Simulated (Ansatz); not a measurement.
C (P6_3/mmc), random displacements

Method: Ansatz, DFT PBE, scalar-relativistic, plane waves, PAW. The runs took a 420 eV cutoff, a Γ-centred 12×12×4 mesh and Gaussian smearing (0.05 eV). No spin polarisation. Energies are free energies at this smearing, counted from the undisturbed cell; pressure is positive in compression.

Reference structure (as given, not relaxed at this level):

```yaml
crystal:
  lattice:
    - [2.52210, 0.00000, 0.00000]
    - [-1.26105, 2.18420, 0.00000]
    - [0.00000, 0.00000, 8.23710]
  atoms:
    - { symbol: C, position: [0.00000, 0.00000, 0.09375] }
    - { symbol: C, position: [0.00000, 0.00000, 0.59375] }
    - { symbol: C, position: [0.00000, 0.00000, 0.40625] }
    - { symbol: C, position: [0.00000, 0.00000, 0.90625] }
    - { symbol: C, position: [0.33333, 0.66667, 0.15625] }
    - { symbol: C, position: [0.66667, 0.33333, 0.65625] }
    - { symbol: C, position: [0.33333, 0.66667, 0.34375] }
    - { symbol: C, position: [0.66667, 0.33333, 0.84375] }
```

The atoms are displaced (Å, in the unstrained cell):

| atom | ux | uy | uz |
| --- | --- | --- | --- |
| C1 | 0.008 | 0.012 | 0.012 |
| C2 | 0.003 | 0.005 | 0.026 |
| C3 | -0.009 | 0.014 | -0.005 |
| C4 | -0.010 | 0.015 | -0.040 |
| C5 | 0.001 | -0.035 | 0.026 |
| C6 | -0.012 | 0.017 | 0.038 |
| C7 | 0.008 | -0.032 | -0.048 |
| C8 | 0.012 | 0.004 | -0.010 |

Strain (Voigt, engineering shear): (-0.0001, -0.0551, 0.0131, -0.0572, 0.0839, 0.0362).

Q: What are the energy change, the stress and the forces?

A: ΔE = 213.4 meV/atom; stress (xx, yy, zz, yz, xz, xy; compression positive) (4.51, 80.40, 5.75, 29.69, -39.91, -22.19) GPa; gap on the mesh 2.88 eV.
```tsv
atom	Fx (eV/Å)	Fy	Fz
C1	-0.25	-2.73	-1.46
C2	0.01	0.30	-1.19
C3	0.29	-1.43	0.22
C4	0.59	0.48	2.61
C5	0.20	2.82	-1.58
C6	-0.04	-0.35	-1.68
C7	-0.05	1.38	2.86
C8	-0.74	-0.46	0.22
```

Cost: 1 run of about 0.26 core-minutes, on Intel Xeon Platinum 8488C (Sapphire Rapids) (shared hosts).